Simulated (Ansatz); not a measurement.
# Bands, cutoff and cost in G0W0 for P (honeycomb bilayer)

Aim: see how the G0W0 gap of P (honeycomb bilayer) on PBE moves with empty bands and screening cutoff, and what each rung costs.

Method: G0W0 on PBE, plane waves, PAW; PAW set soft_1, in Ansatz 0.2.0.

## Step 1: Set-up

The cell holds 4 atoms: 4 P. Cell: a = 3.257 Å, b = 3.257 Å, c = 34.900 Å, α = 90.0°, β = 90.0°, γ = 120.0°. Regions: layer 1 (P-hc), 2 atoms (2 P); layer 2 (P-hc), 2 atoms (2 P). Vacuum lies along c.

The structure was relaxed with PBE-D3(BJ). The runs that relaxed it are not among those shown. The Coulomb interaction is cut off across the vacuum.

## Step 2: 212 empty bands, screening to 44 eV

G0W0 replaces the xc potential by the self-energy, built once from these orbitals. Only a window of levels is corrected, while the sums run over the empty bands that the input names. This step takes PAW set soft_1 files.

input.yaml

```yaml
crystal:
  lattice:
    - [3.2570351204, 0.0, 0.0]
    - [-1.6285175602, 2.8206751553, 0.0]
    - [0.0, 0.0, 34.9]
  atoms:
    - { symbol: P, position: [0.3333333333, 0.6666666667, 0.4520772583] }
    - { symbol: P, position: [0.6666666667, 0.3333333333, 0.4164669855] }
    - { symbol: P, position: [0.6666666667, 0.3333333333, 0.5835330145] }
    - { symbol: P, position: [0.0, 0.0, 0.5479227417] }
  periodic: [true, true, false]
kpoints:
  mp_grid: { grid: [6, 6, 1] }
hamiltonian:
  xc: pbe
  pseudopotentials: { kind: paw, azcp: { folder: soft_1 } }
scf:
  occupations: { method: fixed }
gw:
  n_empty_bands: 212
  ecut_chi: 44
  qp_bands: [v2, c2]
  qp_kpoints: band_edges
  screening: { model: contour_deformation }
```

The run is started by

```bash
> ansatz run input.yaml --threads 3 --pin off --max-ram 92160MiB --backend cuda --events-out ev --progress --plain --runs-dir out --devices 1 --max-vram 13GiB
```

Numbers of over 12 decimals in the logs are rounded to 6 here.

Log:

```text
GPUs: using 1 of 1 available (devices: 1).
Engine: ansatz 0.2.0, x86_64-unknown-linux-gnu
Pseudopotentials: kind: paw
Pseudopotential: P, paw, valence charge 5, recommended cutoff 420 eV (normal), soft_1/P.paw.azcp
Functional definition: PBE
  parameter kappa = 0.804
  parameter beta = 0.066725
  exchange = pbe_x(kappa = kappa, mu = beta*pi^2/3)
  correlation = pbe_c(beta = beta)
device memory: the entry about to start is reckoned to put 1.9 GiB on a device that reports 59.1 GiB free (of which the cap on the GPU budget leaves the run 13.0 GiB)
GPU FFT provider: cuFFT
GPU libraries: cuBLAS 13.8.2, cuFFT 12.4.0, cuSOLVER 12.3.4
Crystal: 4 atoms, lattice volume = 320.628 Å³
Basis set: ecut = 420 eV, 6381 PW (Γ)
Bands: 14, of which v1, the nominal top of the filled ones, is band 10 counted from 1 (9 counted from 0)
Symmetry: 12 space group operations
Space group: P-3m1 (ITA 164), of the structure as read, at distance tolerance 6.8e-5 Å
k-points: 7 of 36
Non-local potential: P, projectors of the file, l = 0: 2, l = 1: 2, l = 2: 1
PAW form: soft (Blöchl's): semilocal exchange-correlation on the pseudo side does not see the compensation charge
PAW one-centre angular grid: P, 110 points (default); XC on 64 Gauss nodes
Initial density: superposition of atomic densities (neutral atoms: chi_scale 0, normalization atom)
Initial wavefunctions: pseudopotential atomic-orbital guess
GPU buffer pool allocated for 138240 grid points (all kernels)
GPU transforms: local potential and band sums: pruned to the plane-wave sphere, on 24×24×240
Functional: x = pbe(κ = 0.804, μ = 0.219515), c = pbe(β = 0.066725)
SCF iter   1: F=—  HF=-3022.734669 eV  |F-HF|=—  |Δ(HF+E_count)|=         —  Δρ=1.91e-2  dr2=8.78e-1  ethr=3.10e-3  ⟨swp⟩=7.7  Hψ=771  notcnv=0  defer=10
preconditioner: auto → Resta (q_TF=auto, 1.718 Å⁻¹)  ε∞=2.1  [insulator: Δε(μ)=1.268 eV  Ē_g=8.906 eV  n_scr=18 (ndim 8)  ℏωp=9.3 eV  f_vac=0.699  ε∞_Penn≈2.1  vacuum switching on, ρ_ref=5.8e-3 e/Å³]
SCF iter   2: F=—  HF=-3022.564210 eV  |F-HF|=—  |Δ(HF+E_count)|=   1.70e-1  Δρ=9.96e-3  dr2=2.34e-1  ethr=3.10e-3  ⟨swp⟩=1.1  Hψ=155  notcnv=0  defer=11
SCF iter   3: F=—  HF=-3022.534054 eV  |F-HF|=—  |Δ(HF+E_count)|=   3.02e-2  Δρ=1.59e-3  dr2=2.68e-2  ethr=1.17e-3  ⟨swp⟩=3.1  Hψ=204  notcnv=0  defer=13
SCF iter   4: F=—  HF=-3022.529387 eV  |F-HF|=—  |Δ(HF+E_count)|=   4.67e-3  Δρ=9.00e-4  dr2=3.51e-3  ethr=1.34e-4  ⟨swp⟩=3.6  Hψ=191  notcnv=0  defer=14
SCF iter   5: F=—  HF=-3022.532206 eV  |F-HF|=—  |Δ(HF+E_count)|=   2.82e-3  Δρ=1.25e-3  dr2=8.50e-3  ethr=1.75e-5  ⟨swp⟩=5.1  Hψ=302  notcnv=0  defer=13  recentre
SCF iter   6: F=—  HF=-3022.528872 eV  |F-HF|=—  |Δ(HF+E_count)|=   3.33e-3  Δρ=2.39e-4  dr2=2.70e-4  ethr=1.75e-5  ⟨swp⟩=4.3  Hψ=253  notcnv=0  defer=14
SCF iter   7: F=—  HF=-3022.528886 eV  |F-HF|=—  |Δ(HF+E_count)|=   1.43e-5  Δρ=7.30e-5  dr2=2.32e-5  ethr=1.35e-6  ⟨swp⟩=3.1  Hψ=222  notcnv=0  defer=14
SCF iter   8: F=—  HF=-3022.528882 eV  |F-HF|=—  |Δ(HF+E_count)|=   3.90e-6  Δρ=2.20e-5  dr2=2.89e-6  ethr=1.16e-7  ⟨swp⟩=2.9  Hψ=182  notcnv=0  defer=13
SCF iter   9: F=-3022.528882 eV  HF=-3022.528882 eV  |F-HF|=3.01e-9  |Δ(HF+E_count)|=   4.51e-7  Δρ=1.82e-6  dr2=1.13e-8  ethr=5.00e-10  ⟨swp⟩=11.7  Hψ=995  notcnv=0
SCF 1 converged in 9 iterations: F = -3022.528882 eV  dr2 = 1.13e-8
  greatest PAW one-centre occupation: 0.816 electrons in one spin orbital (limit 2), on the P atom at site 3 (counted from 0), in its partial waves of l = 0
device memory: the entry about to start is reckoned to put 2.6 GiB on a device that reports 61.3 GiB free (of which the cap on the GPU budget leaves the run 13.0 GiB)
NSCF: frozen V_eff on 7 k-points
the band table was solved once the SCF had ended and its energy, with any forces and stress, was formed, with the checks that follow a solve (953 applications of the Hamiltonian). They found nothing against the state; the energy, forces and stress were not computed again (output.eigenvalues in the input reference)
device memory: the entry about to start is reckoned to put 4.4 GiB on a device that reports 61.3 GiB free (of which the cap on the GPU budget leaves the run 13.0 GiB)
NSCF: frozen V_eff on 7 k-points
G₀W₀ screening: q 1/7
[... further progress lines ...]
SCF converged after 9 iterations
Free energy (F): -3022.528882 eV
Harris-Foulkes:  -3022.528882 eV  (|F-HF|=3.01e-9)
Internal energy: -3022.528882 eV  (E = F + TS)
E sigma→0 (E₀):  -3022.528882 eV
Fermi energy:    -5.646426 eV
--- Per-component energies (eV) ---
  E_band       = -228.255641
  E_kinetic    = 272.166272
  E_local      = -23620.381951  (includes V_loc(G=0)·N_el)
  E_nonlocal   = 130.836407
  E_hartree    = 11630.800458
  E_xc         = -289.790783
  E_vxc        = -241.600849  (∫ρ·V_xc dr)
  E_paw        = -2232.699652  (= ΣΔE_a)
  E_vpaw       = -30.879039  (= ΣTr[D̂ρ^β])
  E_aug_tail   = -0.000001  (compensation charges beyond the density's cutoff)
  E_ewald      = 11086.540369
  E_smearing   = -0.000000  (= −TS)
  E_closure    = -0.000000  (closes the sum)
  Σ components = -3022.528882   (vs F -3022.528882, Δ=0.00e0)
--- Band table (eV; the first three rows and the last of 7) ---
  k-point 0: bands = [... 6 lower, -6.2426, -6.2389, -6.2389, -5.7799, -2.2557, -2.2557, -2.2481, -2.1653]
  k-point 1: bands = [... 6 lower, -7.0635, -7.0290, -6.9920, -5.6464, -3.2162, -3.1645, -1.3052, -1.1678]
  k-point 2: bands = [... 6 lower, -8.0827, -8.0399, -6.7846, -6.1886, -4.4141, -3.9723, -2.4184, -1.6335]
  k-point 6: bands = [... 6 lower, -8.0246, -7.9959, -7.9959, -7.8346, -4.0507, -4.0507, -1.3348, -0.6536]
--- G₀W₀: contour deformation, 6 samples at zero and on the imaginary axis and 2 off it, 36 q-points, 212 empty bands' worth ---
  eigenvalues of the whole cell's RPA ε∞ on this k-mesh (on a slab, of 1 + 4πα/V) = 1.2110, 4.3539, 4.3539; static W/v taken at q = 0 is 0.413907
  bands read: the sum over 222 bands ends inside a degenerate multiplet in 1 slot, whose members it reads at an even weight; the widest, k=0: bands 222 to 223 (counted from 1) at 1/2 each
  gw.qp_kpoints: band_edges: 6 of 7 stored k-points solved, in 1 pass; an edge of the gap read off the rows below is read off those points alone
    valence top: of the k-points left out ik 5 came nearest to being solved in a further pass, in band 9 (counted from 1, as in the quasiparticle table): it holds the edge there only if its correction is more favourable than any solved in that band by at least 1.351 eV; those differ by 0.414 eV
    conduction bottom: of the k-points left out ik 5 came nearest to being solved in a further pass, in band 11 (counted from 1, as in the quasiparticle table): it holds the edge there only if its correction is more favourable than any solved in that band by at least 0.842 eV; those differ by 0.315 eV
    ik  band        ε_KS         Σx   Σc(E_QP)       V_xc       Z   E_QP_lin       E_QP  E_QP is
     0     9     -6.2389   -16.7507     1.6014   -15.1373  0.7501    -6.2509    -6.2509  root
     0    10     -5.7799   -14.5012     1.6930   -12.4878  0.7373    -6.1026    -6.1003  root
     0    11     -2.2557    -8.7902    -4.1344   -13.8381  0.7280    -1.3245    -1.3423  root
     0    12     -2.2557    -8.7902    -4.1344   -13.8381  0.7280    -1.3245    -1.3423  root
     1     9     -6.9920   -14.2907     2.1568   -11.7080  0.7188    -7.4291    -7.4179  root
     1    10     -5.6464   -14.8854     1.6367   -12.9782  0.7387    -5.9184    -5.9169  root
     1    11     -3.2162    -8.5887    -3.7984   -13.1983  0.7462    -2.3887    -2.4049  root
     1    12     -3.1645    -8.8621    -3.8144   -13.5072  0.7458    -2.3144    -2.3338  root
     2     9     -6.7846   -15.3871     2.0398   -13.0465  0.7171    -7.0860    -7.0854  root
     2    10     -6.1886   -15.5886     1.6882   -13.7033  0.7323    -6.3866    -6.3857  root
     2    11     -4.4141    -8.1916    -3.4049   -12.2522  0.7592    -3.7501    -3.7585  root
     2    12     -3.9723    -8.3019    -3.4581   -12.4447  0.7548    -3.2758    -3.2875  root
     3     9     -7.8961   -15.2951     2.3496   -12.6252  0.6950    -8.2157    -8.2164  root
     3    10     -7.2548   -15.3541     1.9471   -13.1630  0.7156    -7.4992    -7.4988  root
     3    11     -4.2534    -8.0308    -3.5914   -12.3232  0.7596    -3.5418    -3.5525  root
     3    12     -4.0577    -7.8414    -3.6794   -12.2374  0.7584    -3.3290    -3.3411  root
     4     9     -6.6263   -14.9163     2.0019   -12.5724  0.7198    -6.9729    -6.9683  root
     4    10     -5.7560   -15.6179     1.6797   -13.7306  0.7367    -5.9644    -5.9635  root
     4    11     -2.8439    -8.3534    -3.6420   -12.6954  0.7446    -2.1329    -2.1441  root
     4    12     -2.3449    -8.1712    -3.8160   -12.7136  0.7361    -1.6036    -1.6184  root
     6     9     -7.9959   -16.1318     2.5294   -13.3413  0.7059    -8.2577    -8.2570  root
     6    10     -7.8346   -16.2962     2.5010   -13.5418  0.6972    -8.0881    -8.0879  root
     6    11     -4.0507    -7.3331    -3.3956   -11.3273  0.7524    -3.4446    -3.4521  root
     6    12     -4.0507    -7.3331    -3.3956   -11.3273  0.7524    -3.4446    -3.4521  root
```

Elapsed: 10 s, on 1 × NVIDIA H100 80GB HBM3 (shared by 6 runs) with 3 threads of AMD EPYC 7R13 (Zen 3), shared host; peak memory 1.3 GiB.

The column dr2 measures how far the density is from self-consistency, as an energy; F and HF (Harris–Foulkes) agree once it is small.

Numbers from this step:

| Quantity | Value |
| --- | --- |
| bands summed | 222 |
| plane waves in the screening matrix | 211 |
| q-points in the mesh | 36 |
| G0W0 gap on the mesh | 2.158 eV |
| k of the valence top | 0, 0.1667, 0 |
| k of the conduction bottom | 0, 0.3333, 0 |
| starting gap on the mesh | 1.232 eV |
| Z at the valence top | 0.7387 |
| Z at the conduction bottom | 0.7592 |
| least direct G0W0 gap on the computed points | 2.627 eV |

The gap on the mesh goes from 1.23 eV to 2.16 eV, a correction of +0.93 eV. Between the two edge states, bare exchange in place of the xc potential would open the gap by 5.97 eV, and correlation takes back 5.04 eV.

## Step 3: 520 empty bands, screening to 80 eV

Bands and screening cutoff are moved together, since each hides the error of the other.

input.yaml: that of step 2 with these lines changed.

```diff
@@ -18,5 +18,6 @@
   occupations: { method: fixed }
+  convergence: { dr2_threshold: 1.0e-10 }
 gw:
-  n_empty_bands: 212
-  ecut_chi: 44
+  n_empty_bands: 520
+  ecut_chi: 80.0
   qp_bands: [v2, c2]
```

Log:

```text
GPUs: using 1 of 1 available (devices: 1).
[...]
GPU FFT provider: cuFFT
GPU libraries: cuBLAS 13.8.2, cuFFT 12.4.0, cuSOLVER 12.3.4
Crystal: 4 atoms, lattice volume = 320.628 Å³
Basis set: ecut = 420 eV, 6381 PW (Γ)
Bands: 14, of which v1, the nominal top of the filled ones, is band 10 counted from 1 (9 counted from 0)
Symmetry: 12 space group operations
[...]
k-points: 7 of 36
[...]
GPU buffer pool allocated for 138240 grid points (all kernels)
[...]
SCF iter   1: F=—  HF=-3022.734669 eV  |F-HF|=—  |Δ(HF+E_count)|=         —  Δρ=1.91e-2  dr2=8.78e-1  ethr=3.10e-3  ⟨swp⟩=7.7  Hψ=771  notcnv=0  defer=10
[...]
SCF iter  12: F=-3022.528882 eV  HF=-3022.528882 eV  |F-HF|=5.73e-11  |Δ(HF+E_count)|=  2.73e-12  Δρ=1.13e-7  dr2=9.72e-11  ethr=1.00e-12  ⟨swp⟩=13.3  Hψ=866  notcnv=0
SCF 1 converged in 12 iterations: F = -3022.528882 eV  dr2 = 9.72e-11
[...]
NSCF: frozen V_eff on 7 k-points
[...]
G₀W₀ screening: q 1/7
[... further progress lines ...]
SCF converged after 12 iterations
Free energy (F): -3022.528882 eV
[...]
Internal energy: -3022.528882 eV  (E = F + TS)
E sigma→0 (E₀):  -3022.528882 eV
Fermi energy:    -5.646482 eV
[...]
--- Band table (eV; the first three rows and the last of 7) ---
  k-point 0: bands = [... 6 lower, -6.2426, -6.2389, -6.2389, -5.7799, -2.2558, -2.2558, -2.2482, -2.1654]
  k-point 1: bands = [... 6 lower, -7.0636, -7.0291, -6.9921, -5.6465, -3.2162, -3.1646, -1.3053, -1.1679]
  k-point 2: bands = [... 6 lower, -8.0828, -8.0400, -6.7847, -6.1886, -4.4142, -3.9724, -2.4184, -1.6336]
  k-point 6: bands = [... 6 lower, -8.0246, -7.9959, -7.9959, -7.8347, -4.0508, -4.0508, -1.3349, -0.6537]
[...]
0     9     -6.2389   -16.7507     1.2296   -15.1373  0.7440    -6.6255    -6.6228  root
     0    10     -5.7799   -14.5013     1.4279   -12.4878  0.7317    -6.3738    -6.3653  root
     0    11     -2.2558    -8.7902    -4.4155   -13.8381  0.7246    -1.6145    -1.6235  root
     0    12     -2.2558    -8.7902    -4.4155   -13.8381  0.7246    -1.6145    -1.6235  root
     1     9     -6.9921   -14.2907     1.9419   -11.7080  0.7091    -7.6510    -7.6329  root
     1    10     -5.6465   -14.8854     1.3500   -12.9782  0.7327    -6.2105    -6.2036  root
     1    11     -3.2162    -8.5887    -4.0473   -13.1983  0.7412    -2.6462    -2.6539  root
     1    12     -3.1646    -8.8621    -4.0739   -13.5072  0.7389    -2.5854    -2.5934  root
[...]
6     9     -7.9959   -16.1318     2.2623   -13.3413  0.6981    -8.5308    -8.5241  root
     6    10     -7.8347   -16.2962     2.2233   -13.5418  0.6947    -8.3726    -8.3657  root
     6    11     -4.0508    -7.3331    -3.5753   -11.3273  0.7488    -3.6285    -3.6319  root
     6    12     -4.0508    -7.3331    -3.5753   -11.3273  0.7488    -3.6285    -3.6319  root
```

The job ended after 22 s (1 × NVIDIA H100 80GB HBM3 (shared by 6 runs) with 3 threads; peak memory 1.8 GiB; 27 s of CPU time).

This step gave:

```yaml
bands_summed: 530
plane_waves_in_the_screening_matrix: 549
q_points_in_the_mesh: 36
g0w0_gap_on_the_mesh: 2.240 eV
k_of_the_valence_top: 0, 0.1667, 0
k_of_the_conduction_bottom: 0, 0.3333, 0
starting_gap_on_the_mesh: 1.232 eV
z_at_the_valence_top: 0.7327
z_at_the_conduction_bottom: 0.7549
least_direct_g0w0_gap_on_the_computed_points: 2.722 eV
```

Against the run with 6×6×1 mesh, 212 empty bands, screening to 44 eV, PAW set soft_1 files, the gap moves by +0.08 eV.

## Step 4: Convergence and cost

Times are wall times on 1 × NVIDIA H100 80GB HBM3 (shared by 6 runs) with 3 threads of AMD EPYC 7R13 (Zen 3), shared host, good to a factor of about two.

```csv
mesh,files,frequency,bands summed,cutoff (eV),start (eV),G0W0 (eV),time,host memory (GiB)
6×6×1,PAW set soft_1,contour deformation,222,44,1.232,2.158,10 s,1.3
6×6×1,PAW set soft_1,contour deformation,530,80,1.232,2.240,22 s,1.8
```

How the two edges are built up, in eV (the quasiparticle level is the starting level plus Σx plus Σc less Vxc):

```csv
run,edge,start,Σx,Σc,Vxc,Z,QP
222 bands,valence top,-5.65,-14.89,1.64,-12.98,0.74,-5.92
222 bands,conduction bottom,-4.41,-8.19,-3.40,-12.25,0.76,-3.76
530 bands,valence top,-5.65,-14.89,1.35,-12.98,0.73,-6.20
530 bands,conduction bottom,-4.41,-8.19,-3.61,-12.25,0.75,-3.96
```

## Step 5: Outcome

```
222 bands, 44 eV                    : 2.158 eV
530 bands, 80 eV                    : 2.240 eV
estimated limit in bands and cutoff : 2.30 eV
mesh and start                      : 6×6×1, PBE
```

**Reading.** A line in one over the bands through the two rungs gives 2.30 eV, +0.06 eV from the top rung; with two points alone it is an unchecked estimate. The rungs stand 0.14 eV (222 bands) and 0.06 eV (530 bands) from it. From 222 to 530 bands the gap moves by +0.08 eV while the time grows 2.2-fold. Σc changes by −0.29 eV at the valence top and −0.21 eV at the conduction bottom, so the levels themselves move more than the gap between them. The 6×6×1 mesh misses a band edge: over a band path and its finer mesh (run apart) the PBE gap is 1.18 eV, so the G0W0 gap over the zone may lie about 0.05 eV below its value on the mesh. The mesh in the plane is coarse for a sheet; gap and any exciton binding can still move on denser ones.

[Paths, hosts, dates, memory and timing lines, banners, echoed tables and standing remarks are left out of the program output.]

[Logs are printed without paths, hosts, clocks, repeated set-up lines and the standing remarks that a program may print on its own settings, such as how far it seeks lower states.]

[Runs of the session that timed out or met a known fault of the program may be left out.]

[Cells called generated may have been cut or substituted from an entry of the Crystallography Open Database or the Materials Project.]

[Hosts, paths, dates, database ids (printed as entryN), source tags and the programs' standing remarks are cut or masked in the printed files.]
